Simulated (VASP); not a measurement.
# Zr (P6_3/mmc) in VASP: single point with HSE06

Aim: the single point of Zr with HSE06.

Everything below comes from runs of VASP 6.6.1. Logs are shortened: lines on timing, memory, paths and dates and some standing lists are left out, and cuts for length are marked.

### Step 1. Starting point

It takes space group P6_3/mmc (No. 194, hexagonal). Conventional cell: a = 3.184 Å, b = 3.184 Å, c = 5.119 Å, α = 90.00°, β = 90.00°, γ = 120.00°. Zr (site symmetry -6m2) is surrounded by 12 Zr at 3.15 to 3.18 Å.

### Step 2. Single point, HSE06

POSCAR reads:

```
Zr
1.0
    3.1843400000      0.0000000000      0.0000000000
   -1.5921700000      2.7577200000      0.0000000000
    0.0000000000      0.0000000000      5.1189500000
Zr
2
Direct
    0.3333300000      0.6666700000      0.2500000000
    0.6666700000      0.3333300000      0.7500000000
```

INCAR.step1 reads:

```
PREC = Accurate ; ENCUT = 520
EDIFF = 1E-5 ; ISMEAR = 0
SIGMA = 0.1 ; LREAL = False
LASPH = True ; NELM = 60
ALGO = Normal ; ISIF = 2
LWAVE = True ; LCHARG = False
NBANDS = 19 ; GGA = PE
```

INCAR.step2 reads:

```
PREC = Accurate ; ENCUT = 520
EDIFF = 1E-6 ; ISMEAR = 0
SIGMA = 0.1 ; LREAL = False
LASPH = True ; NELM = 60
ALGO = Normal ; ISIF = 2
LWAVE = False ; LCHARG = False
GGA = PE ; LHFCALC = True
HFSCREEN = 0.2 ; PRECFOCK = Fast
NBANDS = 19 ; ISTART = 1
```

KPOINTS reads:

```
regular mesh
0
Gamma
  9 9 4
```

Potentials or basis: VASP PAW PBE potentials, release 64 (Zr_sv).

Started as:

```console
cat potpaw_PBE.64/Zr_sv/POTCAR > POTCAR
cp INCAR.step1 INCAR
mpirun -np 1 vasp_std > vasp.out
cp INCAR.step2 INCAR
mpirun -np 1 vasp_std > vasp.out
```

OUTCAR:

```text
PREC = Accurate
   ENCUT = 520
   EDIFF = 1E-6
   ISMEAR = 0
   LREAL = False
   LASPH = True
   NELM = 60
   ISIF = 2
   GGA = PE
   LHFCALC = True
   HFSCREEN = 0.2
   PRECFOCK = Fast
   ISTART = 1

 ion  position               nearest neighbor table
   1  0.333  0.667  0.250-   2 3.15   2 3.15   2 3.15   2 3.15   2 3.15   2 3.15
   2  0.667  0.333  0.750-   1 3.15   1 3.15   1 3.15   1 3.15   1 3.15   1 3.15

  LATTYP: Found a hexagonal cell.
 ALAT       =     3.1843400000
 C/A-ratio  =     1.6075387678

  Lattice vectors:

 A1 = (   3.1843400000,   0.0000000000,   0.0000000000)
 A2 = (  -1.5921700000,   2.7577200000,   0.0000000000)
 A3 = (   0.0000000000,   0.0000000000,   5.1189500000)

Analysis of symmetry for initial positions (statically):
=====================================================================
 Subroutine PRICEL returns:
 Original cell was already a primitive cell.

 Routine SETGRP: Setting up the symmetry group for a
 hexagonal supercell.

 Subroutine GETGRP returns: Found  8 space group operations
 (whereof  4 operations were pure point group operations)
 out of a pool of 24 trial point group operations.

The static configuration has the point symmetry C_2h.
 The point group associated with its full space group is D_2h.

Analysis of symmetry for dynamics (positions and initial velocities):
=====================================================================
 Subroutine PRICEL returns:
 Original cell was already a primitive cell.

 Routine SETGRP: Setting up the symmetry group for a
 hexagonal supercell.

 Subroutine GETGRP returns: Found  8 space group operations
 (whereof  4 operations were pure point group operations)
 out of a pool of 24 trial point group operations.

The dynamic configuration has the point symmetry C_2h.
 The point group associated with its full space group is D_2h.

 Subroutine INISYM returns: Found  8 space group operations
 (whereof  4 operations are pure point group operations),
 and found     1 'primitive' translations

----------------------------------------------------------------------------------------

                                     Primitive cell

  volume of cell :      44.9522

  direct lattice vectors                    reciprocal lattice vectors
     3.184340000  0.000000000  0.000000000     0.314036818  0.181309197  0.000000000
    -1.592170000  2.757720000  0.000000000     0.000000000  0.362618395  0.000000000
     0.000000000  0.000000000  5.118950000     0.000000000  0.000000000  0.195352563

  length of vectors
     3.184340000  3.184340577  5.118950000     0.362618461  0.362618395  0.195352563

  position of ions in fractional coordinates (direct lattice)
     0.333330000  0.666670000  0.250000000
     0.666670000  0.333330000  0.750000000

  ion indices of the primitive-cell ions
   primitive index   ion index
                 1           1
                 2           2

----------------------------------------------------------------------------------------

 KPOINTS: regular mesh

Automatic generation of k-mesh.
 Grid dimensions read from file:
 generate k-points for:    9    9    4

 Generating k-lattice:

  Cartesian coordinates                     Fractional coordinates (reciprocal lattice)
     0.034892980  0.020145466  0.000000000     0.111111111  0.000000000  0.000000000
     0.000000000  0.040290933  0.000000000     0.000000000  0.111111111  0.000000000
     0.000000000  0.000000000  0.048838141     0.000000000  0.000000000  0.250000000

  Length of vectors
     0.040290940  0.040290933  0.048838141

  Shift w.r.t. Gamma in fractional coordinates (k-lattice)
     0.000000000  0.000000000  0.000000000

 Subroutine IBZKPT returns following result:
 ===========================================

 Found     75 irreducible k-points:

 Following reciprocal coordinates:
            Coordinates               Weight
  0.000000  0.000000  0.000000      1.000000
  0.111111 -0.000000  0.000000      4.000000
 -0.111111  0.111111  0.000000      2.000000
  0.222222  0.000000  0.000000      4.000000
 -0.222222  0.222222  0.000000      2.000000
  0.333333  0.000000  0.000000      4.000000
[... 16 lines left out ...]
 -0.222222 -0.444444  0.000000      4.000000
  0.444444  0.333333  0.000000      4.000000
 [... further k-points ...]
   k-points           NKPTS =     75   k-points in BZ     NKDIM =    324   number of bands    NBANDS=     19
   number of dos      NEDOS =    301   number of ions     NIONS =      2
   total plane-waves  NPLWV =  23040
   dimension x,y,z NGX =    24 NGY =   24 NGZ =   40
   dimension x,y,z NGXF=    48 NGYF=   48 NGZF=   80
   ions per type =               2
   NGX,Y,Z   is equivalent  to a cutoff of  12.53, 12.53, 12.99 a.u.
   NGXF,Y,Z  is equivalent  to a cutoff of  25.06, 25.06, 25.98 a.u.
 SYSTEM =  unknown system
   PREC   = accura    normal or accurate (medium, high low for compatibility)
   ISTART =      1    job   : 0-new  1-cont  2-samecut
   ICHARG =      0    charge: 1-file 2-atom 10-const
   ISPIN  =      1    spin polarized calculation?
   LNONCOLLINEAR =      F non collinear calculations
   LSORBIT =      F    spin-orbit coupling
   LASPH  =      T    aspherical Exc in radial PAW
   ENCUT  =  520.0 eV  38.22 Ry    6.18 a.u.   5.92  5.92  9.52*2*pi/ulx,y,z
   NELM   =     60;   NELMIN=  2; NELMDL=  0     # of ELM steps
   EDIFF  = 0.1E-05   stopping-criterion for ELM
   LREAL  =      F    real-space projection
   EDIFFG = 0.1E-04   stopping-criterion for IOM
   NSW    =      0    number of steps for IOM
   IBRION =     -1    ionic relax: 0-MD 1-quasi-New 2-CG
   NFREE  =      0    steps in history (QN), initial steepest desc. (CG)
   ISIF   =      2    stress and relaxation
   ISYM   =      3    0-nonsym 1-usesym 2-fastsym
   POTIM  = 0.5000    time-step for ionic-motion
   TEBEG  =    0.0;   TEEND  =   0.0 temperature during run
   PSTRESS=    0.0 pullay stress
   NELECT =      24.0000    total number of electrons
   NUPDOWN=      -1.0000    fix difference up-down
   EMIN   =  10.00;   EMAX   =-10.00  energy-range for DOS
   EFERMI =   0.00;   METHOD = LEGACY
   ISMEAR =     0;   SIGMA  =   0.10  broadening in eV -4-tet -1-fermi 0-gaus
   EFERMI_NEDOS =   21; number of points for ismear=-14 and -15
   IALGO  =     38    algorithm
   IMIX   =      1    mixing-type and parameters
     AMIX     =   0.40;   BMIX     =  1.00
     AMIX_MAG =   1.60;   BMIX_MAG =  1.00
  volume/ion in A,a.u.               =      22.48       151.68
  Fermi-wavevector in a.u.,A,eV,Ry     =   1.328093  2.509731 23.998370  1.763830
  Thomas-Fermi vector in A             =   2.457356
   LORBIT       =      0    0 simple, 1 ext, 2 COOP (PROOUT), +10 PAW based schemes
   GGA     = PE    functional components
   LHFCALC =     T    Hartree Fock is set to
   PRECFOCK=fast      Normal, Fast or Accurate (Low or Medium for compatibility)
   ENCUT4O =  -1.0   cutoff for four orbital integrals eV
   NKREDX  =     1    reduce k-point grid by
   NKREDY  =     1    reduce k-point grid by
   NKREDZ  =     1    reduce k-point grid by
   AEXX    =    0.2500 exact exchange contribution
   HFSCREEN=    0.2000 screening length (either q_TF or 0.3 A-1)
   HFSCREENC=   0.2000 screening length for correlation (either q_TF or 0.3 A-1)
   ENCUTFOCK=  -1.0 apply spherical cutoff to Coloumb kernel
   IVDW    =     0    specifies the selected vdW correction
   LEPSILON=     F    determine dielectric tensor
   LRPA    =     F    only Hartree local field effects (RPA)
 non-spin polarized calculation
 Gauss-broadening in eV      SIGMA  =   0.10
  energy-cutoff  :      520.00
  volume of cell :       44.95
 maximum number of plane-waves:      1228
  NGX = 14; NGY = 14; NGZ = 24

 number of electron      24.0000000 magnetization

 Free energy of the ion-electron system (eV)
  ---------------------------------------------------
  ext. energy  EPLUGINS =         0.00000000
  ---------------------------------------------------
  free energy    TOTEN  =       -19.66794828 eV

  energy without entropy =      -19.66503525  energy(sigma->0) =      -19.66649177

 E-fermi :   9.4223     XC(G=0):  -9.2471

 val. band max:        9.2711740842   @ k =   0.3333   0.2222   0.5000
 cond. band min:       9.4406864271   @ k =   0.0000   0.0000   0.5000
 fundamental gap:      0.1695123429
 Fermi energy:         9.4223478413

 k-point     1 :       0.0000    0.0000    0.0000
  band No.  band energies     occupation
      1     -43.0795      2.00000
      2     -42.8864      2.00000
      3     -20.3380      2.00000
      4     -19.2381      2.00000
      5     -19.2381      2.00000
      6     -19.1027      2.00000
[... 11 lines left out ...]
     18      12.3844      0.00000
     19      14.7942      0.00000

 k-point     2 :       0.1111   -0.0000    0.0000
  band No.  band energies     occupation
      1     -43.0614      2.00000
      2     -42.8785      2.00000
      3     -20.2893      2.00000
      4     -19.3436      2.00000
      5     -19.2698      2.00000
      6     -19.1897      2.00000
[... 11 lines left out ...]
     18      12.0419      0.00000
     19      15.0487      0.00000

 k-point     3 :      -0.1111    0.1111    0.0000
  band No.  band energies     occupation
      1     -43.0614      2.00000
      2     -42.8785      2.00000
      3     -20.2893      2.00000
      4     -19.3435      2.00000
      5     -19.2698      2.00000
      6     -19.1897      2.00000
[... 11 lines left out ...]
     18      12.0418      0.00000
     19      15.0488      0.00000

 k-point     4 :       0.2222    0.0000    0.0000
  band No.  band energies     occupation
      1     -43.0136      2.00000
      2     -42.8600      2.00000
      3     -20.1556      2.00000
      4     -19.6131      2.00000
      5     -19.4525      2.00000
      6     -19.3458      2.00000
[... 407 lines left out ...]
     18      15.1988      0.00000
     19      16.8735      0.00000

 k-point    23 :      -0.2222   -0.4444    0.0000
  band No.  band energies     occupation
      1     -42.8844      2.00000
      2     -42.8411      2.00000
      3     -20.0090      2.00000
      4     -19.8329      2.00000
      5     -19.7145      2.00000
      6     -19.6589      2.00000
[... 11 lines left out ...]
     18      15.1989      0.00000
     19      16.8735      0.00000

 k-point    24 :       0.4444    0.3333    0.0000
  band No.  band energies     occupation
      1     -42.8844      2.00000
      2     -42.8411      2.00000
      3     -20.0090      2.00000
      4     -19.8329      2.00000
      5     -19.7145      2.00000
      6     -19.6589      2.00000
[... 11 lines left out ...]
     18      15.1989      0.00000
     19      16.8735      0.00000

 [... further k-points ...]
[... 5 lines left out ...]
  --------------------------------------------------------------------------------------
  -------------------------------------------------------------------------------------
  Total        1.6263054      1.6248708      0.6138684     -0.0012431      0.0000000     -0.0000000
  in kB       57.9645138     57.9133804     21.8793970     -0.0443070      0.0000000     -0.0000000
  external PRESSURE =      45.9190971 kB  Pullay stress =       0.0000000 kB

 VOLUME and BASIS-vectors are now :
 -----------------------------------------------------------------------------
  energy-cutoff  :      520.00
  volume of cell :       44.95
      direct lattice vectors                 reciprocal lattice vectors
     3.184340000  0.000000000  0.000000000     0.314036818  0.181309197  0.000000000
    -1.592170000  2.757720000  0.000000000     0.000000000  0.362618395  0.000000000
     0.000000000  0.000000000  5.118950000     0.000000000  0.000000000  0.195352563

 POSITION                                       TOTAL-FORCE (eV/Angst)
 -----------------------------------------------------------------------------------
     -0.00002      1.83849      1.27974         0.000081     -0.000047     -0.000000
      1.59219      0.91923      3.83921        -0.000081      0.000047      0.000000
 -----------------------------------------------------------------------------------
    total drift:                               -0.000000      0.000000     -0.000000

  FREE ENERGIE OF THE ION-ELECTRON SYSTEM (eV)
  ---------------------------------------------------
  free  energy   TOTEN  =       -19.6679482831 eV

  energy  without entropy=      -19.6650352498  energy(sigma->0) =      -19.66649177
```

It took 1.9 h on 1 thread of Intel Xeon 6975P-C (Granite Rapids), shared host; peak memory 0.33 GiB.

Results:

- Free energy: -19.6679 eV
- Pressure: 4.6 GPa
- Band gap on the k mesh: none (metal or under the smearing width)

Levels at points of the mesh, in eV from the Fermi level:
| k point | band 10 | band 11 | band 12 | band 13 | band 14 | band 15 |
| --- | --- | --- | --- | --- | --- | --- |
| (0.00, 0.00, 0.00) | -3.70 | 0.98 | 1.27 | 1.27 | 1.41 | 2.13 |
| (0.00, 0.00, 0.50) | -4.80 | 0.02 | 0.02 | 1.22 | 1.22 | 1.22 |

Caveat: the PAW data sets were made with another functional, which shifts forces and pressure a little.
